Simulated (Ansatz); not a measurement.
# InP4: the cost of one run

Method: DFT PBEsol, scalar-relativistic, plane waves, PAW, in Ansatz 0.2.0.

2 further runs of the same task are left out: 2 set aside as unsound or not needed. Runs told in other sessions of the task aren't counted.

**1. The starting structure**

It takes space group R-3m (No. 166, trigonal). Conventional cell: a = 7.430 Å, b = 7.430 Å, c = 9.838 Å, α = 90.00°, β = 90.00°, γ = 120.00°. In (site symmetry 3m) has 6 P at 2.64 to 2.87 Å in its first shell of neighbours. P (site symmetry m) is surrounded by 2 P at 2.21 Å and 2 In at 2.64 to 2.87 Å.

Structure file:

```cif
data_structure
_symmetry_space_group_name_H-M 'P 1'
_symmetry_Int_Tables_number 1
_cell_length_a 5.3996
_cell_length_b 5.3996
_cell_length_c 5.3996
_cell_angle_alpha 86.946
_cell_angle_beta 86.946
_cell_angle_gamma 86.946
_cell_volume 156.78
loop_
_atom_site_label
_atom_site_type_symbol
_atom_site_fract_x
_atom_site_fract_y
_atom_site_fract_z
_atom_site_occupancy
In1 In 0.27328 0.27328 0.27328 1
In2 In 0.72672 0.72672 0.72672 1
P1 P 0.79471 0.24119 0.79471 1
P2 P 0.79471 0.79471 0.24119 1
P3 P 0.24119 0.79471 0.79471 1
P4 P 0.20529 0.75881 0.20529 1
P5 P 0.75881 0.20529 0.20529 1
P6 P 0.20529 0.20529 0.75881 1
```

This cell was relaxed beforehand with the same method: volume 19.60 Å³/atom, gap on the mesh none (metal).

Reference energy of this cell: -15491.8715 eV (8 atoms, 6×6×6 mesh, zero smearing).

**2. Next cell: 1 of 4 In atoms taken out at random further on a centred mesh**

From a supercell with 4 In sites, 1 are emptied at random; the cell stays neutral and all atoms are shaken by 0.02 Å.

The cell holds 3 In, 12 P: a = 7.297 Å, b = 7.297 Å, c = 7.598 Å, α = 61.64°, β = 61.56°, γ = 61.10°.

**3. Single point of the final cell**

Input file input.yaml:

```yaml
crystal:
  lattice:
    - [3.5877253623, -6.3543802777, 0.0059326888]
    - [7.2970043754, 0.0701790331, 0.0009203281]
    - [3.6290556586, -2.1003119099, 6.3360519321]
  atoms:
    - { symbol: In, position: [0.8735047546, 0.8736875098, 0.3898832716] }
    - { symbol: In, position: [0.6335040819, 0.6348924416, 0.081428384] }
    - { symbol: In, position: [0.1381227201, 0.1385742545, 0.5791670365] }
    - { symbol: P, position: [0.8795416563, 0.8789808491, 0.9040613429] }
    - { symbol: P, position: [0.3795913414, 0.3795821645, 0.4168060618] }
    - { symbol: P, position: [0.317228828, 0.8870011283, 0.9162157413] }
    - { symbol: P, position: [0.8223608578, 0.3850987784, 0.4161772445] }
    - { symbol: P, position: [0.8868899071, 0.3183103402, 0.9157445016] }
    - { symbol: P, position: [0.3852216355, 0.8219124338, 0.4166073749] }
    - { symbol: P, position: [0.6205038513, 0.620639875, 0.6004246965] }
    - { symbol: P, position: [0.1386519316, 0.1392768139, 0.0796294207] }
    - { symbol: P, position: [0.618841515, 0.166079352, 0.5942859272] }
    - { symbol: P, position: [0.1185783333, 0.6656105983, 0.0854135809] }
    - { symbol: P, position: [0.1651763302, 0.6197975314, 0.5939838037] }
    - { symbol: P, position: [0.667179165, 0.1179019286, 0.0864993181] }
  symmetry: { detect: false }
basis:
  ecutwfc: 420
kpoints:
  mp_grid: { grid: [4, 4, 3] }
hamiltonian:
  xc: pbesol
scf:
  occupations: { method: gaussian, width: 0.1 }
  lower_state_search: "off"
output:
  forces: true
  stress: true
  eigenvalues: true
relax:
  adjacent_minimum: "off"
  f_tol: 0.04
  max_steps: 25
  cell: { stress_tol: 0.3 }
```

Launch:

```
ansatz run input.yaml --threads 4 --pin off --max-ram 9216MiB --backend cpu --events-out ev --progress --plain --runs-dir out
```

**Question.** How long does this run take on 4 threads of Intel Xeon Platinum 8488C (Sapphire Rapids), shared host, and how much memory does it need?

About 76 s, with a peak of 1 GiB.
